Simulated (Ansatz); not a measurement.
Crystal: MnO.

```
Mn O
1.0
     2.67239    0.00000    0.00000
     0.00000    2.67239    0.00000
     0.00000    0.00000    2.67239
Mn O
1 1
Cartesian
  0.0000 0.0000 0.0000
  1.3362 1.3362 1.3362
```

Measurements of this composition are mostly on another form, of space group No. 225.

| Property | Result |
| --- | --- |
| Program | Ansatz 0.2.0 |
| Task | relaxation of cell and atoms |
| Functional | B3LYP |
| Potentials or basis | Ansatz PAW |
| Cutoff | 420 eV (not typed: the program's choice for these potentials) |
| k mesh | 5 × 5 × 5 |
| Occupations | fermi-dirac, width 0.05 eV |
| Spin | collinear spin, ferromagnetic start |
| Starting moments | [4.0, 0.0] μB |

At the start: volume 9.54 Å³/atom.

Question: Where does the relaxation end?

Answer: It ends after 8 steps and the volume is 10.68 Å³/atom (+11.9 %); space group Pm-3m (No. 221, to 0.05 Å); moment 5.00 μB per cell.

Step by step:
```tsv
step	energy change (eV)	largest force (eV/Å)	volume (Å³)
1	0.0000	0.0000	19.09
2	-0.1215	0.0000	20.62
3	-0.1288	0.0000	21.14
4	-0.1286	0.0000	21.23
5	-0.1442	0.0000	21.23
6	-0.1441	0.0000	21.34
7	-0.1441	0.0000	21.36
8	-0.1446	0.0000	21.36
```

Final structure:
```xyz
2
Lattice="2.7744 0.0000 0.0000 0.0000 2.7744 0.0000 0.0000 0.0000 2.7744" Properties=species:S:1:pos:R:3 pbc="T T T"
Mn    0.0000    0.0000    0.0000
O     1.3872    1.3872    1.3872
```

Caveat: the k mesh is coarse (spacing up to 0.47 Å⁻¹), so the values aren't converged, least of all with exact exchange; the magnetic or orbital state may not be the lowest; the plane-wave basis is chosen anew once the cell has moved, so the energies of steps on either side of that aren't comparable; the pressure holds a Pulay correction of +0.6 GPa for the finite cutoff; a cell with one magnetic atom can't hold antiferromagnetic order, which such compounds often take; the PAW data sets come from PBE, with cores solved anew for the run's functional, which leaves a small shift of forces and pressure.
